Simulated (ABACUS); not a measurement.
## SnO2 (Cassiterite) under changes of volume

One of the cells (11.922 Å³/atom); the others are scaled copies at fixed shape and fractional positions:

```
CELL_PARAMETERS angstrom
4.73800 0.00000 0.00000
0.00000 4.73800 0.00000
0.00000 0.00000 3.18650
ATOMIC_POSITIONS crystal
Sn 0.50000 0.50000 0.50000
Sn 0.00000 0.00000 0.00000
O 0.80710 0.19290 0.50000
O 0.69290 0.69290 0.00000
O 0.19290 0.80710 0.50000
O 0.30710 0.30710 0.00000
```

* Program: ABACUS 3.10.1
* Functional: PBEsol
* Potentials or basis: PseudoDojo NC SR 0.4.1 PBEsol standard
* Cutoff: 1143 eV
* Density cutoff: 4572 eV
* Basis: plane waves
* k mesh: 6 × 6 × 8
* Occupations: fermi-dirac, width 0.05 eV
* Spin: no spin polarisation

```csv
volume (Å³/atom),energy over the lowest point (meV/atom),pressure (GPa),gap on the mesh (eV),largest force (eV/Å)
11.207,67.05,22.2,1.91,0.500
11.445,38.46,16.2,1.65,0.399
11.684,18.35,10.8,1.40,0.305
11.922,5.79,6.0,1.16,0.218
12.161,0.00,1.7,0.94,0.137
12.399,?,?,?,?
12.637,5.87,-5.5,0.51,0.007
```

Question: What does the run at 12.399 Å³/atom give?

Answer: Energy over the lowest point 0.24 meV/atom; pressure -2.1 GPa; gap on the mesh 0.72 eV; largest force 0.063 eV/Å.

Worked out: A Birch-Murnaghan fit of order 3 (a polynomial in V^(-2/3)) to the other rows has its minimum at 12.27 Å³/atom with B0 = V·E''(V) = 198 GPa and B' = 4.8 at fixed shape and positions, which overstates the stiffness. It gives 0.25 meV/atom at 12.399 Å³/atom, against the run's 0.24, and -dE/dV = -2.0 GPa, against -2.1. A straight line through the other rows of the gap, of slope -11.6 eV per unit of ln V (its deformation potential), gives 0.72 eV, against the run's 0.72.

Energies are extrapolated to zero smearing.

Caveats: spin-orbit coupling is left out, which moves the levels of the heavy elements.
